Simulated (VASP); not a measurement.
# BN (F-43m) in VASP: notebook, part 2 of 3

VASP 6.6.1. Earlier steps stand in the parts before.

## Step 3: G0W0 quasiparticle levels, PBE

POSCAR

```
BN
1.0
    0.0000000000      1.8130010000      1.8130010000
    1.8130010000      0.0000000000      1.8130010000
    1.8130010000      1.8130010000      0.0000000000
N B
1 1
Direct
    0.2500000000      0.2500000000      0.2500000000
    0.0000000000      0.0000000000      0.0000000000
```

INCAR.step1

```
ALGO     = Normal         # electronic algorithm
EDIFF    = 1E-8           # SCF threshold, eV
ENCUT    = 450            # plane-wave cutoff, eV
GGA      = PE             # functional
ISMEAR   = 0              # smearing method
LASPH    = T              # aspherical terms in the spheres
LCHARG   = F              # write CHGCAR
LREAL    = F              # projectors in reciprocal space
LWAVE    = T              # write WAVECAR
NELM     = 80             # most SCF steps
PREC     = Accurate       # precision mode
SIGMA    = 0.01           # smearing width, eV
```

INCAR.step2

```
ALGO     = Exact          # electronic algorithm
EDIFF    = 1E-8           # SCF threshold, eV
ENCUT    = 450            # plane-wave cutoff, eV
GGA      = PE             # functional
ISMEAR   = 0              # smearing method
ISTART   = 1            
LASPH    = T              # aspherical terms in the spheres
LCHARG   = F              # write CHGCAR
LOPTICS  = T              # frequency-dependent dielectric function
LREAL    = F              # projectors in reciprocal space
LWAVE    = T              # write WAVECAR
NBANDS   = 51             # bands
NELM     = 1              # most SCF steps
PREC     = Accurate       # precision mode
SIGMA    = 0.01           # smearing width, eV
```

INCAR.step3

```
ALGO     = EVGW0          # electronic algorithm
EDIFF    = 1E-8           # SCF threshold, eV
ENCUT    = 450            # plane-wave cutoff, eV
ENCUTGW  = 200            # cutoff of the response function
GGA      = PE             # functional
ISMEAR   = 0              # smearing method
ISTART   = 1            
LASPH    = T              # aspherical terms in the spheres
LCHARG   = F              # write CHGCAR
LREAL    = F              # projectors in reciprocal space
LWAVE    = F              # write WAVECAR
NBANDS   = 51             # bands
NBANDSGW = 12           
NELMGW   = 1            
NOMEGA   = 48             # frequency points
PREC     = Accurate       # precision mode
PRECFOCK = Fast         
SIGMA    = 0.01           # smearing width, eV
```

KPOINTS

```
k-points
0
Gamma
  4 4 4
```

Potentials or basis: VASP PAW PBE potentials, release 64 (N_GW, B_GW).

The run is started by

```sh
$ cat potpaw_PBE.64/N_GW/POTCAR potpaw_PBE.64/B_GW/POTCAR > POTCAR
$ cp INCAR.step1 INCAR
$ mpirun -np 1 vasp_std > vasp.out
$ cp INCAR.step2 INCAR
$ mpirun -np 1 vasp_std > vasp.out
$ cp INCAR.step3 INCAR
$ mpirun -np 1 vasp_std > vasp.out
```

OUTCAR:

```text
EDIFF = 1E-8
   ENCUT = 450
   ENCUTGW = 200
   GGA = PE
   ISMEAR = 0
   ISTART = 1
   LASPH = T
   LREAL = F
   NELMGW = 1
   PREC = Accurate
   PRECFOCK = Fast

 Found      8 irreducible k-points:

 Following reciprocal coordinates:
            Coordinates               Weight
  0.000000  0.000000  0.000000      1.000000
  0.250000  0.000000  0.000000      8.000000
  0.500000  0.000000  0.000000      4.000000
  0.250000  0.250000  0.000000      6.000000
  0.500000  0.250000  0.000000     24.000000
 -0.250000  0.250000  0.000000     12.000000
   k-points           NKPTS =      8   k-points in BZ     NKDIM =     64   number of bands    NBANDS=     51
   number of dos      NEDOS =    301   number of ions     NIONS =      2
   total plane-waves  NPLWV =   5832
   dimension x,y,z NGX =    18 NGY =   18 NGZ =   18
   dimension x,y,z NGXF=    36 NGYF=   36 NGZF=   36
   ions per type =               1   1
   NGX,Y,Z   is equivalent  to a cutoff of  11.67, 11.67, 11.67 a.u.
   NGXF,Y,Z  is equivalent  to a cutoff of  23.34, 23.34, 23.34 a.u.
 SYSTEM =  unknown system
[... 55 lines left out ...]
 non-spin polarized calculation
 Gauss-broadening in eV      SIGMA  =   0.01
  energy-cutoff  :      450.00
  volume of cell :       11.92
 maximum number of plane-waves:       268
 NGX is ok and might be reduce to    18
  NGX = 12; NGY = 12; NGZ = 12
   NGX =  9   NGY =  9   NGZ =  9
 maximum number of plane-waves:        84

 QP shifts <psi_nk| G(iteration)W_0 |psi_nk>: iteration 1
 for sc-GW calculations column KS-energies equals QP-energies in previous step
 and V_xc(KS)=  KS-energies - (<T + V_ion + V_H > + <T+V_H+V_ion>^1  + <V_x>^1)

 k-point   1 :       0.0000    0.0000    0.0000
  band No.  KS-energies  QP-energies   sigma(KS)   V_xc(KS)     V^pw_x(r,r')   Z            occupation Imag(sigma)

      1     -12.7598     -14.7883     -18.0583     -15.4617     -26.4385       0.7812       2.0000       1.4959
      2       7.3860       6.5695     -19.2544     -18.2571     -22.0499       0.8187       2.0000       0.0963
      3       7.3860       6.5695     -19.2544     -18.2571     -22.0499       0.8187       2.0000       0.0963
      4       7.3860       6.5695     -19.2544     -18.2571     -22.0499       0.8187       2.0000       0.0963
      5      16.1345      17.4710     -12.1349     -13.7487      -6.8656       0.8282       0.0000      -0.1248
      6      16.1345      17.4710     -12.1349     -13.7487      -6.8656       0.8282       0.0000      -0.1248
      7      16.1345      17.4710     -12.1349     -13.7487      -6.8656       0.8282       0.0000      -0.1248
      8      17.5718      18.7161     -13.9961     -15.4085      -8.2818       0.8102       0.0000      -0.1503
      9      31.9338      32.4374     -10.7530     -11.3873      -3.2752       0.7939       0.0000      -0.6195
     10      35.0263      36.2171     -11.8347     -13.2676      -5.3973       0.8310       0.0000      -0.5811
     11      35.0263      36.2171     -11.8347     -13.2676      -5.3973       0.8310       0.0000      -0.5811
     12      35.6235      36.2924     -10.2151     -11.0272      -3.0113       0.8237       0.0000      -0.8631
[... 68 lines left out ...]
      1      -9.1300     -10.8690     -18.6645     -16.3801     -26.3179       0.7612       2.0000       0.9756
      2      -0.1551      -1.6177     -17.5416     -15.6870     -21.8867       0.7886       2.0000       0.1921
      3       1.8208       0.4618     -17.5520     -15.8583     -21.3241       0.8023       2.0000       0.1487
      4       5.3041       4.2876     -18.5099     -17.2640     -21.6305       0.8158       2.0000       0.1092
      5      17.0361      18.1567     -12.2127     -13.5683      -6.8744       0.8267       0.0000      -0.1331
      6      19.4621      21.0056     -12.7544     -14.6629      -6.7443       0.8088       0.0000      -0.1658
      7      20.1405      21.4662     -13.2877     -14.9293      -7.2698       0.8076       0.0000      -0.1747
      8      21.7611      23.3663     -14.3737     -16.4020      -7.9949       0.7915       0.0000      -0.2031
      9      28.7492      29.8499     -11.4967     -12.8896      -4.2926       0.7903       0.0000      -0.4171
     10      29.3404      30.2673     -11.0109     -12.1254      -4.9440       0.8317       0.0000      -0.3500
     11      33.9678      35.3028     -12.1495     -13.8313      -4.1251       0.7938       0.0000      -0.8740
     12      41.0521      41.8776     -10.5890     -11.5737      -3.0892       0.8383       0.0000      -1.2930

 [... further k-points ...]
```

OUTCAR.step1:

```text
EDIFF = 1E-8
   ENCUT = 450
   GGA = PE
   ISMEAR = 0
   LASPH = T
[... 177 lines left out ...]
 -----------------------------------------------------------------------------------
      0.90650      0.90650      0.90650         0.000000     -0.000000      0.000000
      0.00000      0.00000      0.00000        -0.000000      0.000000     -0.000000
 -----------------------------------------------------------------------------------
    total drift:                                0.000001      0.000001      0.000001

  FREE ENERGIE OF THE ION-ELECTRON SYSTEM (eV)
  ---------------------------------------------------
  free  energy   TOTEN  =       -17.3742966431 eV

  energy  without entropy=      -17.3742966431  energy(sigma->0) =      -17.37429664
```

OUTCAR.step2:

```text
EDIFF = 1E-8
   ENCUT = 450
   GGA = PE
   ISMEAR = 0
[... 561 lines left out ...]
  --------------------------------------------------------------------------------------------------------------
     0.00000     5.37188     5.37188     5.37188     0.00000     0.00000    -0.00000
     1.85119     5.48586     5.48586     5.48586     0.00000     0.00000    -0.00000
     3.70237     5.87805     5.87805     5.87805     0.00000     0.00000    -0.00000
     5.55356     6.75463     6.75463     6.75463     0.00000     0.00000    -0.00000
     7.40474     9.03058     9.03058     9.03058     0.00000     0.00000    -0.00000
     9.25593    11.75300    11.75300    11.75300     0.00000     0.00000    -0.00000
[... 92 lines left out ...]
   181.41625     0.97025     0.97025     0.97025    -0.00000    -0.00000    -0.00000
   183.26743     0.97089     0.97089     0.97089    -0.00000    -0.00000    -0.00000
```

It took 13 s on 1 thread of Intel Xeon Platinum 8488C (Sapphire Rapids), shared host; peak memory 0.14 GiB.

These settings aren't checked as converged: the numbers below hold their error.

Results:

```
Band gap on the k mesh, mean-field level : 4.43 eV, indirect (least direct gap 8.75 eV)
Quasiparticle gap                        : 5.95 eV
Least direct quasiparticle gap           : 10.90 eV
```

Caveat: the k mesh is coarse (spacing up to 0.75 Å⁻¹), so the values aren't converged; bands, screening cutoff and mesh are small and nothing is extrapolated, so the quasiparticle values aren't converged.

## Step 4: G0W0 quasiparticle levels, PBE

POSCAR is that of step 3.

INCAR.step1 is that of step 3.

INCAR.step2: that of step 3 with these lines changed.

```diff
@@ -11,3 +11,3 @@
 LWAVE    = T              # write WAVECAR
-NBANDS   = 51             # bands
+NBANDS   = 16             # bands
 NELM     = 1              # most SCF steps
```

INCAR.step3: that of step 3 with these lines changed.

```diff
@@ -3,3 +3,3 @@
 ENCUT    = 450            # plane-wave cutoff, eV
-ENCUTGW  = 200            # cutoff of the response function
+ENCUTGW  = 75             # cutoff of the response function
 GGA      = PE             # functional
@@ -11,3 +11,3 @@
 LWAVE    = F              # write WAVECAR
-NBANDS   = 51             # bands
+NBANDS   = 16             # bands
 NBANDSGW = 12
```

KPOINTS

```
k-points
0
Gamma
  3 3 3
```

Potentials or basis: VASP PAW PBE potentials, release 64 (N_GW, B_GW).

The run is started by

```sh
$ cat potpaw_PBE.64/N_GW/POTCAR potpaw_PBE.64/B_GW/POTCAR > POTCAR
$ cp INCAR.step1 INCAR
$ mpirun -np 1 vasp_std > vasp.out
$ cp INCAR.step2 INCAR
$ mpirun -np 1 vasp_std > vasp.out
$ cp INCAR.step3 INCAR
$ mpirun -np 1 vasp_std > vasp.out
```

OUTCAR:

```text
EDIFF = 1E-8
   ENCUT = 450
   ENCUTGW = 75
   GGA = PE
   ISMEAR = 0
   ISTART = 1
   LASPH = T
   LREAL = F
   NELMGW = 1
   PREC = Accurate
   PRECFOCK = Fast

 Found      4 irreducible k-points:

 Following reciprocal coordinates:
            Coordinates               Weight
  0.000000  0.000000  0.000000      1.000000
  0.333333  0.000000  0.000000      8.000000
  0.333333  0.333333  0.000000      6.000000
 -0.333333  0.333333  0.000000     12.000000
   k-points           NKPTS =      4   k-points in BZ     NKDIM =     27   number of bands    NBANDS=     16
   number of dos      NEDOS =    301   number of ions     NIONS =      2
   total plane-waves  NPLWV =   5832
   dimension x,y,z NGX =    18 NGY =   18 NGZ =   18
   dimension x,y,z NGXF=    36 NGYF=   36 NGZF=   36
   ions per type =               1   1
   NGX,Y,Z   is equivalent  to a cutoff of  11.67, 11.67, 11.67 a.u.
   NGXF,Y,Z  is equivalent  to a cutoff of  23.34, 23.34, 23.34 a.u.
 SYSTEM =  unknown system
   PREC   = accura    normal or accurate (medium, high low for compatibility)
   ISTART =      1    job   : 0-new  1-cont  2-samecut
   ICHARG =      0    charge: 1-file 2-atom 10-const
   ISPIN  =      1    spin polarized calculation?
   LNONCOLLINEAR =      F non collinear calculations
   LSORBIT =      F    spin-orbit coupling
   LASPH  =      T    aspherical Exc in radial PAW
   ENCUT  =  450.0 eV  33.07 Ry    5.75 a.u.   4.43  4.43  4.43*2*pi/ulx,y,z
   NELM   =     60;   NELMIN=  2; NELMDL=  0     # of ELM steps
   EDIFF  = 0.1E-07   stopping-criterion for ELM
   LREAL  =      F    real-space projection
   EDIFFG = 0.1E-06   stopping-criterion for IOM
   NSW    =      0    number of steps for IOM
   IBRION =     -1    ionic relax: 0-MD 1-quasi-New 2-CG
   NFREE  =      0    steps in history (QN), initial steepest desc. (CG)
   ISIF   =      0    stress and relaxation
   ISYM   =      3    0-nonsym 1-usesym 2-fastsym
   POTIM  = 0.5000    time-step for ionic-motion
   TEBEG  =    0.0;   TEEND  =   0.0 temperature during run
   PSTRESS=    0.0 pullay stress
   NELECT =       8.0000    total number of electrons
   NUPDOWN=      -1.0000    fix difference up-down
   EMIN   =  10.00;   EMAX   =-10.00  energy-range for DOS
   EFERMI =   0.00;   METHOD = LEGACY
   ISMEAR =     0;   SIGMA  =   0.01  broadening in eV -4-tet -1-fermi 0-gaus
   EFERMI_NEDOS =   21; number of points for ismear=-14 and -15
   IALGO  =     38    algorithm
   IMIX   =      4    mixing-type and parameters
     AMIX     =   0.40;   BMIX     =  1.00
     AMIX_MAG =   1.60;   BMIX_MAG =  1.00
  volume/ion in A,a.u.               =       5.96        40.22
  Fermi-wavevector in a.u.,A,eV,Ry     =   1.433387  2.708709 27.954506  2.054598
  Thomas-Fermi vector in A             =   2.552911
   LORBIT       =      0    0 simple, 1 ext, 2 COOP (PROOUT), +10 PAW based schemes
   GGA     = PE    functional components
   LHFCALC =     T    Hartree Fock is set to
   PRECFOCK=fast      Normal, Fast or Accurate (Low or Medium for compatibility)
   ENCUT4O =  -1.0   cutoff for four orbital integrals eV
   NKREDX  =     1    reduce k-point grid by
   NKREDY  =     1    reduce k-point grid by
   NKREDZ  =     1    reduce k-point grid by
   AEXX    =    1.0000 exact exchange contribution
   HFSCREEN=    0.0000 screening length (either q_TF or 0.3 A-1)
   HFSCREENC=   0.0000 screening length for correlation (either q_TF or 0.3 A-1)
   ENCUTFOCK=  -1.0 apply spherical cutoff to Coloumb kernel
   IVDW    =     0    specifies the selected vdW correction
   LEPSILON=     F    determine dielectric tensor
   LRPA    =     F    only Hartree local field effects (RPA)
   LRPAFORCE           =     F    calculate RPA forces
   ENCUTGW             =  75.0    cutoff for response function in eV
   ENCUTGWSOFT         =  60.0    soft cutoff for Coulomb kernel in GW response function in eV
   ENCUTLF             =  -1.0    cutoff for local field effects
   NELMGW              =     1    number of iterations in solving QP/BSE equation
   NELMHF              =     1    number of iterations in the inner HF iteration
   NKREDLFX            =     1    NKREDLFY  =   1   NKREDLFZ  =   1
 non-spin polarized calculation
 Gauss-broadening in eV      SIGMA  =   0.01
  energy-cutoff  :      450.00
  volume of cell :       11.92
 maximum number of plane-waves:       259
 NGX is ok and might be reduce to    18
  NGX = 12; NGY = 12; NGZ = 12
   NGX =  9   NGY =  9   NGZ =  9
 maximum number of plane-waves:        22
 NGX is ok and might be reduce to    10

 QP shifts <psi_nk| G(iteration)W_0 |psi_nk>: iteration 1
 for sc-GW calculations column KS-energies equals QP-energies in previous step
 and V_xc(KS)=  KS-energies - (<T + V_ion + V_H > + <T+V_H+V_ion>^1  + <V_x>^1)

 k-point   1 :       0.0000    0.0000    0.0000
  band No.  KS-energies  QP-energies   sigma(KS)   V_xc(KS)     V^pw_x(r,r')   Z            occupation Imag(sigma)

      1     -12.7045     -14.3455     -17.5348     -15.4437     -26.3915       0.7848       2.0000       1.5915
      2       7.4800       7.4992     -18.2358     -18.2590     -22.3910       0.8268       2.0000       0.1263
      3       7.4800       7.4992     -18.2358     -18.2590     -22.3910       0.8268       2.0000       0.1263
      4       7.4800       7.4992     -18.2358     -18.2590     -22.3910       0.8268       2.0000       0.1263
      5      16.1541      18.1048     -11.3947     -13.7408      -6.6858       0.8315       0.0000      -0.1290
      6      16.1541      18.1048     -11.3947     -13.7408      -6.6858       0.8315       0.0000      -0.1290
      7      16.1541      18.1048     -11.3947     -13.7408      -6.6858       0.8315       0.0000      -0.1290
      8      17.6446      19.3083     -13.3569     -15.3925      -8.0853       0.8173       0.0000      -0.1641
      9      31.9542      33.2468      -9.7581     -11.3463      -3.2201       0.8139       0.0000      -0.6842
     10      35.0433      37.3974     -10.4667     -13.2558      -5.3479       0.8441       0.0000      -0.5542
     11      35.0433      37.3974     -10.4667     -13.2558      -5.3479       0.8441       0.0000      -0.5542
     12      35.6373      37.1629      -9.1526     -10.9827      -2.9663       0.8336       0.0000      -0.8746
[... 36 lines left out ...]
      1      -7.3843      -8.5920     -18.8018     -17.2314     -26.7577       0.7690       2.0000       0.8662
      2      -0.9236      -1.8458     -16.1600     -14.9926     -21.3312       0.7899       2.0000       0.2494
      3       0.1065      -0.7629     -16.4868     -15.3973     -21.5376       0.7981       2.0000       0.2207
      4       3.9902       3.5883     -17.2089     -16.7145     -21.7092       0.8130       2.0000       0.1539
      5      15.2084      16.6409     -11.3720     -13.0861      -6.8133       0.8357       0.0000      -0.1247
      6      21.7399      24.0094     -13.1688     -15.9843      -7.8310       0.8061       0.0000      -0.2093
      7      21.9107      24.3703     -12.2809     -15.3419      -6.6763       0.8035       0.0000      -0.2273
      8      23.3440      25.7338     -12.5082     -15.5300      -6.4707       0.7908       0.0000      -0.2833
      9      25.4984      27.3623     -11.0775     -13.3611      -5.6086       0.8162       0.0000      -0.2610
     10      32.3255      34.2267     -10.0882     -12.3564      -4.7162       0.8382       0.0000      -0.5169
     11      34.0402      36.4662     -11.1469     -14.2195      -4.1780       0.7896       0.0000      -0.8176
     12      42.0541      44.0737      -9.1608     -11.5505      -2.9540       0.8451       0.0000      -1.2793
```

OUTCAR.step1:

```text
EDIFF = 1E-8
   ENCUT = 450
   GGA = PE
   ISMEAR = 0
   LASPH = T
[... 151 lines left out ...]
 -----------------------------------------------------------------------------------
      0.90650      0.90650      0.90650        -0.000000     -0.000000      0.000000
      0.00000      0.00000      0.00000         0.000000      0.000000     -0.000000
 -----------------------------------------------------------------------------------
    total drift:                                0.000001      0.000001      0.000001

  FREE ENERGIE OF THE ION-ELECTRON SYSTEM (eV)
  ---------------------------------------------------
  free  energy   TOTEN  =       -17.0724773974 eV

  energy  without entropy=      -17.0724773974  energy(sigma->0) =      -17.07247740
```

OUTCAR.step2:

```text
EDIFF = 1E-8
   ENCUT = 450
   GGA = PE
   ISMEAR = 0
[... 517 lines left out ...]
  --------------------------------------------------------------------------------------------------------------
     0.00000     6.34628     6.34628     6.34628     0.00000     0.00000    -0.00000
     0.82216     6.37554     6.37554     6.37554     0.00000     0.00000    -0.00000
     1.64431     6.46647     6.46647     6.46647     0.00000     0.00000    -0.00000
     2.46647     6.62604     6.62604     6.62604     0.00000     0.00000    -0.00000
     3.28863     6.86820     6.86820     6.86820     0.00000     0.00000    -0.00000
     4.11079     7.21731     7.21731     7.21731     0.00000     0.00000    -0.00000
[... 92 lines left out ...]
    80.57142     0.84703     0.84703     0.84703    -0.00000    -0.00000     0.00000
    81.39357     0.85045     0.85045     0.85045    -0.00000    -0.00000     0.00000
```

Run time: 5.5 s. Hardware: 1 thread of Intel Xeon Platinum 8488C (Sapphire Rapids), shared host; peak memory 0.12 GiB.

These settings aren't checked as converged: the numbers below hold their error.

What came out:

```yaml
Band_gap_on_the_k_mesh_mean-field_level: 5.58 eV, indirect (least direct gap 8.67 eV)
Quasiparticle_gap: 6.85 eV
Least_direct_quasiparticle_gap: 10.61 eV
```

Caveat: the k mesh is coarse (spacing up to 1.00 Å⁻¹), so the values aren't converged; bands, screening cutoff and mesh are small and nothing is extrapolated, so the quasiparticle values aren't converged; an odd mesh through Γ misses points on the zone boundary, where band edges often lie.

(Part 2 of 3 ends here.)
